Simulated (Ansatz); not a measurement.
Runs of Ansatz 0.2.0 on TiB2. It takes space group P6/mmm (No. 191, hexagonal). Conventional cell: a = 3.029 Å, b = 3.029 Å, c = 3.228 Å, α = 90.00°, β = 90.00°, γ = 120.00°. Ti (site symmetry 6/mmm) has 12 B at 2.38 Å as nearest neighbours. B (site symmetry -6m2) is surrounded by 3 B at 1.75 Å. 

| task | level | potentials or basis | U | cell | cutoff (eV) | points for each segment of the path | hubbard projectors | double counting | gap on the mesh (eV) | pressure (GPa) | V0 of scaled cells (Å³/atom) | B0 (GPa) |
| --- | --- | --- | --- | --- | --- | --- | --- | --- | --- | --- | --- | --- |
| equation of state | PBE | Ansatz PAW soft_1 | - | as given | 420 | - | - | - | - | - | (b) | 255 |
| band structure | PBE | Ansatz NC | - | as given | 1155 | 14 | - | - | none | (a) | - | - |
| equation of state | r2SCAN | Ansatz PAW | - | as given | 500 | - | - | - | - | - | 8.51 | 263 |
| equation of state | LDA | Ansatz PAW | - | as given | 420 | - | - | - | - | - | 8.19 | 280 |
| relaxation of cell and atoms | LDA+U | Ansatz PAW | Ti d U = 8 eV | relaxed | 420 | - | ortho-atomic (the default) | fll (the default) | none | 0.0 | - | - |

Alike in all rows: no spin polarisation; k mesh 10 × 10 × 8; smearing fermi-dirac 0.05 eV.

Question: Fill in the values left out.

Answer: (a) 0.3; (b) 8.56.

Caveats: the cell was scaled at fixed shape and fractional positions, which overstates the stiffness of a crystal with free parameters, most of all of layers and chains (some runs); the PAW data sets come from PBE, with cores solved anew for the run's functional, which leaves a small shift of forces and pressure (some runs); the plane-wave basis is chosen anew once the cell has moved, so the energies of steps on either side of that aren't comparable (some runs); U without spin polarisation on a metal has little footing (some runs); the U is typed as a test and isn't derived for this compound (some runs).

A k mesh can miss the band edges.

A gap of «none» marks a metal or a gap under the smearing width.

Not every run made on this cell is shown here.
